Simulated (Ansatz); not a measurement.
## Notes on La

```
CELL_PARAMETERS angstrom
0.00000 2.60242 2.60242
2.60242 0.00000 2.60242
2.60242 2.60242 0.00000
ATOMIC_POSITIONS crystal
La 0.00000 0.00000 0.00000
```

Single point in Ansatz 0.2.0 with PBE, no spin polarisation. Cutoff 420 eV, PAW datasets, 11×11×11 Γ-centred k mesh, gaussian filling (width 0.1897 eV).

**Question.** What do density and ELF say about some of the short contacts?

**Answer.** La–La at 3.68 Å: least valence density 0.10 e/Å³ and ELF 0.12 there. Both are smooth PAW fields, read partly inside the augmentation spheres.

**Question.** Metal or insulator?

**Answer.** It is a metal, with about 1.9 states/eV a cell as the mean within 0.25 eV of the Fermi level, mostly La d (81 %).

**Question.** Is the cell too large or too small?

**Answer.** The pressure is 1.3 GPa (compression positive), so with the atoms held at these fractions the cell would first expand.

Origin: a known structure type with other elements, at an estimated volume, so it need not be a known compound. Caveats: many states at the Fermi level without spin polarisation, so a magnetic state may lie lower; wide smearing; f levels without a U or exact exchange are poorly placed.
